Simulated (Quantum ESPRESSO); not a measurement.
Runs of Quantum ESPRESSO 7.5 on Ta. The structure is cubic, space group Im-3m (No. 229). Conventional cell: a = 3.303 Å, b = 3.303 Å, c = 3.303 Å, α = 90.00°, β = 90.00°, γ = 90.00°. Ta (site symmetry m-3m) is surrounded by 8 Ta at 2.86 Å. 

```tsv
task	level	potentials or basis	U	cell	k mesh	cutoff (eV)	smearing	start of the occupations	hubbard projectors	mixing beta	q mesh	gap on the mesh (eV)	pressure (GPa)
Hubbard U by linear response	PBE+U	JTH 2.0 PBE	Ta d U = 0.0001 eV	as given	8 × 8 × 8	490	methfessel-paxton 0.2 eV	default	atomic	0.3	2 × 2 × 2	none	0.7
phonons	PBE+D2	SPMS 1.0 PBE	-	relaxed	11 × 11 × 11	707	cold 0.2 eV	-	-	0.5	-	none	0.0
phonons	WC	PseudoDojo 0.4.1 SR PBE standard	-	relaxed	8 × 8 × 8	789	cold 0.2 eV	-	-	0.5	-	none	0.0
band structure	PBEsol	PseudoDojo 0.4.1 SR PBEsol standard	-	as given	11 × 11 × 11	789	fermi-dirac 0.05 eV	-	-	0.5	-	none	(a)
```

Alike in all rows: no spin polarisation.

Task: Fill in the values left out.

Result: (a) -4.2.

Caveats: the computed U isn't converged in cell size (some runs); the cutoff is low for these files, which shifts pressure and relaxed volume (some runs); U without spin polarisation on a metal has little footing (some runs); the U is typed as a test and isn't derived for this compound (some runs); the q point doesn't lie on the k mesh, which can shift a metal's frequencies strongly unless the mesh is converged (some runs); pairwise dispersion overbinds metals, which lowers pressure and volume (some runs); the mesh is thin for the phonons of a metal (some runs).

A k mesh can miss the band edges, and the runs leave out spin-orbit coupling on Ta.

A gap of «none» marks a metal or a gap under the smearing width.

Not every run made on this cell is shown here.
